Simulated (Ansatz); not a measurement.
# CdSe: the cost of one run

Program: Ansatz 0.2.0. Level of theory: DFT PBEsol, scalar-relativistic, plane waves, PAW, and further levels as typed in the inputs. These are calculated values, not measurements.

**1. The starting structure**

It takes space group F-43m (No. 216, cubic). The conventional cell has a = 6.089 Å, b = 6.089 Å, c = 6.089 Å, α = 90.00°, β = 90.00°, γ = 90.00°. Cd (site symmetry -43m) is surrounded by 4 Se at 2.64 Å. Around Se (site symmetry -43m) lie 4 Cd at 2.64 Å.

Coordinates:

```
Cd Se
1.0
     4.30557    0.00000    0.00000
     0.00000    6.08900    0.00000
     0.00000    0.00000    4.30557
Cd Se
2 2
Cartesian
  0.0000 0.0000 0.0000
  2.1528 3.0445 2.1528
  2.1528 1.5223 0.0000
  0.0000 4.5668 2.1528
```

**2. Relaxing cell and atoms: CdSe, no spin**

File input.yaml:

```yaml
crystal:
  lattice:
    - [4.3055731906, 0.0, 0.0]
    - [0.0, 6.089, 0.0]
    - [0.0, 0.0, 4.3055731906]
  atoms:
    - { symbol: Cd, position: [0.0, 0.0, 0.0] }
    - { symbol: Se, position: [0.5, 0.25, 0.0] }
    - { symbol: Cd, position: [0.5, 0.5, 0.5] }
    - { symbol: Se, position: [0.0, 0.75, 0.5] }
scf:
  occupations: { method: fixed }
  n_extra_bands: 4
output:
  forces: true
  stress: true
  write_density: true
  write_potential: true
  elf: true
  volumetric_format: npy
kpoints:
  mp_grid: { grid: [6, 4, 6] }
hamiltonian:
  xc: pbesol
relax:
  f_tol: 0.005
  max_steps: 120
  cell: { fix: [a, b, angles] }
```

Run with:

```console
$ ansatz run input.yaml --threads 4 --pin off --max-ram 11264MiB --backend cpu --events-out ev --progress --plain --runs-dir out
```

**Question.** How long does this run take on 4 threads of Arm Neoverse N1, shared host, and how much memory does it need?

About 26 s, with a peak of 0.55 GiB.
